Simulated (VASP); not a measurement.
# CdTe (F-43m) in VASP: notebook

The runs below take CdTe through single point, with PBE.

Program: VASP 6.6.1. These are calculated values, not measurements. Logs are shortened: lines on timing, memory, paths and dates and some standing lists are left out, and cuts for length are marked.

**Measured values to compare with.**

From a printed reference work, data compilation, for a bulk crystal of CdTe at 0 K: band gap 1.607 eV.

The results are compared with them further down.

### Step 1. The crystal as given

The structure is cubic, space group F-43m (No. 216). Conventional cell: a = 6.410 Å, b = 6.410 Å, c = 6.410 Å, α = 90.00°, β = 90.00°, γ = 90.00°. Around Cd (site symmetry -43m) lie 4 Te at 2.78 Å. Te (site symmetry -43m) is surrounded by 4 Cd at 2.78 Å.

### Step 2. Single point, PBE

INCAR reads:

```
SYSTEM = CdTe
PREC = Accurate
ENCUT = 520
EDIFF = 1E-7
ISMEAR = 0
SIGMA = 0.02
LREAL = .False.
LASPH = .True.
NELM = 60
ALGO = Normal
ISIF = 2
LWAVE = .False.
LCHARG = .False.
GGA = PE
```

KPOINTS reads:

```
regular mesh
0
Gamma
  4 4 4
  0 0 0
```

POSCAR reads:

```
CdTe
1.0
    0.0000000000      3.2050000000      3.2050000000
    3.2050000000      0.0000000000      3.2050000000
    3.2050000000      3.2050000000      0.0000000000
Cd Te
1 1
Direct
    0.0000000000      0.0000000000      0.0000000000
    0.2500000000      0.2500000000      0.2500000000
```

Potentials or basis: VASP PAW PBE potentials, release 64 (Cd, Te).

Command:

```sh
$ cat potpaw_PBE.64/Cd/POTCAR potpaw_PBE.64/Te/POTCAR > POTCAR
$ mpirun -np 1 vasp_std > vasp.out
```

OUTCAR:

```text
SYSTEM = CdTe
   PREC = Accurate
   ENCUT = 520
   EDIFF = 1E-7
   ISMEAR = 0
   LREAL = .False.
   LASPH = .True.
   NELM = 60
   ISIF = 2
   GGA = PE

 ion  position               nearest neighbor table
   1  0.000  0.000  0.000-   2 2.78   2 2.78   2 2.78   2 2.78
   2  0.250  0.250  0.250-   1 2.78   1 2.78   1 2.78   1 2.78

  LATTYP: Found a face centered cubic cell.
 ALAT       =     6.4100000000

  Lattice vectors:

 A1 = (   0.0000000000,   3.2050000000,   3.2050000000)
 A2 = (   3.2050000000,   0.0000000000,   3.2050000000)
 A3 = (   3.2050000000,   3.2050000000,   0.0000000000)

Analysis of symmetry for initial positions (statically):
=====================================================================
 Subroutine PRICEL returns:
 Original cell was already a primitive cell.

 Routine SETGRP: Setting up the symmetry group for a
 face centered cubic supercell.

 Subroutine GETGRP returns: Found 24 space group operations
 (whereof 24 operations were pure point group operations)
 out of a pool of 48 trial point group operations.

The static configuration has the point symmetry T_d .

Analysis of symmetry for dynamics (positions and initial velocities):
=====================================================================
 Subroutine PRICEL returns:
 Original cell was already a primitive cell.

 Routine SETGRP: Setting up the symmetry group for a
 face centered cubic supercell.

 Subroutine GETGRP returns: Found 24 space group operations
 (whereof 24 operations were pure point group operations)
 out of a pool of 48 trial point group operations.

The dynamic configuration has the point symmetry T_d .

 Subroutine INISYM returns: Found 24 space group operations
 (whereof 24 operations are pure point group operations),
 and found     1 'primitive' translations

----------------------------------------------------------------------------------------

                                     Primitive cell

  volume of cell :      65.8437

  direct lattice vectors                    reciprocal lattice vectors
     0.000000000  3.205000000  3.205000000    -0.156006240  0.156006240  0.156006240
     3.205000000  0.000000000  3.205000000     0.156006240 -0.156006240  0.156006240
     3.205000000  3.205000000  0.000000000     0.156006240  0.156006240 -0.156006240

  length of vectors
     4.532554467  4.532554467  4.532554467     0.270210734  0.270210734  0.270210734

  position of ions in fractional coordinates (direct lattice)
     0.000000000  0.000000000  0.000000000
     0.250000000  0.250000000  0.250000000

  ion indices of the primitive-cell ions
   primitive index   ion index
                 1           1
                 2           2

----------------------------------------------------------------------------------------

 KPOINTS: regular mesh

Automatic generation of k-mesh.
 Grid dimensions read from file:
 generate k-points for:    4    4    4

 Generating k-lattice:

  Cartesian coordinates                     Fractional coordinates (reciprocal lattice)
    -0.039001560  0.039001560  0.039001560     0.250000000  0.000000000  0.000000000
     0.039001560 -0.039001560  0.039001560     0.000000000  0.250000000  0.000000000
     0.039001560  0.039001560 -0.039001560     0.000000000  0.000000000  0.250000000

  Length of vectors
     0.067552684  0.067552684  0.067552684

  Shift w.r.t. Gamma in fractional coordinates (k-lattice)
     0.000000000  0.000000000  0.000000000

 Subroutine IBZKPT returns following result:
 ===========================================

 Found      8 irreducible k-points:

 Following reciprocal coordinates:
            Coordinates               Weight
  0.000000  0.000000  0.000000      1.000000
  0.250000  0.000000  0.000000      8.000000
  0.500000  0.000000  0.000000      4.000000
  0.250000  0.250000  0.000000      6.000000
  0.500000  0.250000  0.000000     24.000000
 -0.250000  0.250000  0.000000     12.000000
  0.500000  0.500000  0.000000      3.000000
 -0.250000  0.500000  0.250000      6.000000
   k-points           NKPTS =      8   k-points in BZ     NKDIM =      8   number of bands    NBANDS=     13
   number of dos      NEDOS =    301   number of ions     NIONS =      2
   total plane-waves  NPLWV =  46656
   dimension x,y,z NGX =    36 NGY =   36 NGZ =   36
   dimension x,y,z NGXF=    72 NGYF=   72 NGZF=   72
   ions per type =               1   1
   NGX,Y,Z   is equivalent  to a cutoff of  13.20, 13.20, 13.20 a.u.
   NGXF,Y,Z  is equivalent  to a cutoff of  26.41, 26.41, 26.41 a.u.
 SYSTEM =  CdTe
   PREC   = accura    normal or accurate (medium, high low for compatibility)
   ISTART =      0    job   : 0-new  1-cont  2-samecut
   ICHARG =      2    charge: 1-file 2-atom 10-const
   ISPIN  =      1    spin polarized calculation?
   LNONCOLLINEAR =      F non collinear calculations
   LSORBIT =      F    spin-orbit coupling
   LASPH  =      T    aspherical Exc in radial PAW
   ENCUT  =  520.0 eV  38.22 Ry    6.18 a.u.   8.43  8.43  8.43*2*pi/ulx,y,z
   NELM   =     60;   NELMIN=  2; NELMDL= -5     # of ELM steps
   EDIFF  = 0.1E-06   stopping-criterion for ELM
   LREAL  =      F    real-space projection
   EDIFFG = 0.1E-05   stopping-criterion for IOM
   NSW    =      0    number of steps for IOM
   IBRION =     -1    ionic relax: 0-MD 1-quasi-New 2-CG
   NFREE  =      0    steps in history (QN), initial steepest desc. (CG)
   ISIF   =      2    stress and relaxation
   ISYM   =      2    0-nonsym 1-usesym 2-fastsym
   POTIM  = 0.5000    time-step for ionic-motion
   TEBEG  =    0.0;   TEEND  =   0.0 temperature during run
   PSTRESS=    0.0 pullay stress
   NELECT =      18.0000    total number of electrons
   NUPDOWN=      -1.0000    fix difference up-down
   EMIN   =  10.00;   EMAX   =-10.00  energy-range for DOS
   EFERMI =   0.00;   METHOD = LEGACY
   ISMEAR =     0;   SIGMA  =   0.02  broadening in eV -4-tet -1-fermi 0-gaus
   EFERMI_NEDOS =   21; number of points for ismear=-14 and -15
   IALGO  =     38    algorithm
   IMIX   =      4    mixing-type and parameters
     AMIX     =   0.40;   BMIX     =  1.00
     AMIX_MAG =   1.60;   BMIX_MAG =  1.00
  volume/ion in A,a.u.               =      32.92       222.17
  Fermi-wavevector in a.u.,A,eV,Ry     =   1.062497  2.007828 15.359610  1.128899
  Thomas-Fermi vector in A             =   2.197950
   LORBIT       =      0    0 simple, 1 ext, 2 COOP (PROOUT), +10 PAW based schemes
   GGA     = PE    functional components
   LHFCALC =     F    Hartree Fock is set to
   AEXX    =    0.0000 exact exchange contribution
   IVDW    =     0    specifies the selected vdW correction
   LEPSILON=     F    determine dielectric tensor
   LRPA    =     F    only Hartree local field effects (RPA)
 non-spin polarized calculation
 Gauss-broadening in eV      SIGMA  =   0.02
  energy-cutoff  :      520.00
  volume of cell :       65.84
 maximum number of plane-waves:      1807
 NGX is ok and might be reduce to    36
   NGX = 17   NGY = 17   NGZ = 17

 number of electron      17.9999995 magnetization

 Free energy of the ion-electron system (eV)
  ---------------------------------------------------
  ext. energy  EPLUGINS =         0.00000000
  ---------------------------------------------------
  free energy    TOTEN  =        -4.66094275 eV

  energy without entropy =       -4.66094275  energy(sigma->0) =       -4.66094275

 E-fermi :   2.7887     XC(G=0):  -8.7174

 val. band max:        2.6820099212   @ k =   0.0000   0.0000   0.0000
 cond. band min:       3.5438155254   @ k =   0.0000   0.0000   0.0000
 fundamental gap:      0.8618056042
 Fermi energy:         2.7887466987

 k-point     1 :       0.0000    0.0000    0.0000
  band No.  band energies     occupation
      1      -8.6817      2.00000
      2      -5.7552      2.00000
      3      -5.7552      2.00000
      4      -5.7552      2.00000
      5      -5.4719      2.00000
      6      -5.4719      2.00000
      7       2.6820      2.00000
      8       2.6820      2.00000
      9       2.6820      2.00000
     10       3.5438      0.00000
     11       7.2393      0.00000
     12       7.2393      0.00000
     13       7.2393      0.00000

 k-point     2 :       0.2500    0.0000    0.0000
  band No.  band energies     occupation
      1      -8.4662      2.00000
      2      -5.7162      2.00000
      3      -5.7162      2.00000
      4      -5.5457      2.00000
      5      -5.4725      2.00000
      6      -5.4725      2.00000
      7      -0.1425      2.00000
      8       2.2221      2.00000
      9       2.2221      2.00000
     10       4.7154      0.00000
     11       7.8105      0.00000
     12       7.8105      0.00000
     13       8.1121      0.00000

 k-point     3 :       0.5000    0.0000    0.0000
  band No.  band energies     occupation
      1      -8.2544      2.00000
      2      -5.6863      2.00000
      3      -5.6863      2.00000
      4      -5.4620      2.00000
      5      -5.4620      2.00000
      6      -5.0867      2.00000
      7      -1.9478      2.00000
      8       1.8538      2.00000
      9       1.8538      2.00000
     10       4.5197      0.00000
     11       7.8367      0.00000
     12       7.8367      0.00000
     13       9.7755      0.00000
[... 49 lines left out ...]
 k-point     7 :       0.5000    0.5000    0.0000
  band No.  band energies     occupation
      1      -8.1250      2.00000
      2      -5.5912      2.00000
      3      -5.5752      2.00000
      4      -5.5752      2.00000
      5      -5.4386      2.00000
      6      -4.9334      2.00000
      7      -1.8025      2.00000
      8       0.6962      2.00000
      9       0.6962      2.00000
     10       5.1975      0.00000
     11       5.3289      0.00000
     12      11.7121      0.00000
     13      11.9687      0.00000

 k-point     8 :      -0.2500    0.5000    0.2500
  band No.  band energies     occupation
      1      -8.1270      2.00000
      2      -5.6199      2.00000
      3      -5.6171      2.00000
      4      -5.5040      2.00000
      5      -5.4728      2.00000
      6      -4.8405      2.00000
      7      -1.6780      2.00000
      8       0.2163      2.00000
      9       0.3344      2.00000
     10       7.0429      0.00000
     11       7.3452      0.00000
     12       8.2685      0.00000
     13       8.9482      0.00000

------------------------ aborting loop because EDIFF is reached ----------------------------------------

  FORCE on cell =-STRESS in cart. coord.  units (eV):
  Direction    XX          YY          ZZ          XY          YZ          ZX
  --------------------------------------------------------------------------------------
  -------------------------------------------------------------------------------------
  Total        1.9106434      1.9106434      1.9106434     -0.0000000      0.0000000      0.0000000
  in kB       46.4917743     46.4917743     46.4917743     -0.0000000      0.0000000      0.0000000
  external PRESSURE =      46.4917743 kB  Pullay stress =       0.0000000 kB

 VOLUME and BASIS-vectors are now :
 -----------------------------------------------------------------------------
  energy-cutoff  :      520.00
  volume of cell :       65.84
      direct lattice vectors                 reciprocal lattice vectors
     0.000000000  3.205000000  3.205000000    -0.156006240  0.156006240  0.156006240
     3.205000000  0.000000000  3.205000000     0.156006240 -0.156006240  0.156006240
     3.205000000  3.205000000  0.000000000     0.156006240  0.156006240 -0.156006240

 POSITION                                       TOTAL-FORCE (eV/Angst)
 -----------------------------------------------------------------------------------
      0.00000      0.00000      0.00000        -0.000000     -0.000000      0.000000
      1.60250      1.60250      1.60250         0.000000      0.000000     -0.000000
 -----------------------------------------------------------------------------------
    total drift:                               -0.000000     -0.000000     -0.000000

  FREE ENERGIE OF THE ION-ELECTRON SYSTEM (eV)
  ---------------------------------------------------
  free  energy   TOTEN  =        -4.6609427542 eV

  energy  without entropy=       -4.6609427542  energy(sigma->0) =       -4.66094275
```

Run time: 5.6 s. Hardware: 1 thread of Intel Xeon 6975P-C (Granite Rapids), shared host; peak memory 0.2 GiB.

What came out:

- Free energy: -4.6609 eV
- Pressure: 4.6 GPa
- Band gap on the k mesh: 0.86 eV, direct

Levels at points of the mesh, in eV from the valence-band top:
```tsv
k point	band 5	band 6	band 7	band 8	band 9	band 10	band 11	band 12	band 13
(0.00, 0.00, 0.00)	-8.15	-8.15	0.00	0.00	0.00	0.86	4.56	4.56	4.56
(0.50, 0.00, 0.00)	-8.14	-7.77	-4.63	-0.83	-0.83	1.84	5.15	5.15	7.09
(0.50, 0.50, 0.00)	-8.12	-7.62	-4.48	-1.99	-1.99	2.52	2.65	9.03	9.29
```

Caveat: the k mesh is coarse (spacing up to 0.42 Å⁻¹), so the values aren't converged; spin-orbit coupling is left out, which moves the levels of the heavy elements.

(Continued in part 2 of 2.)
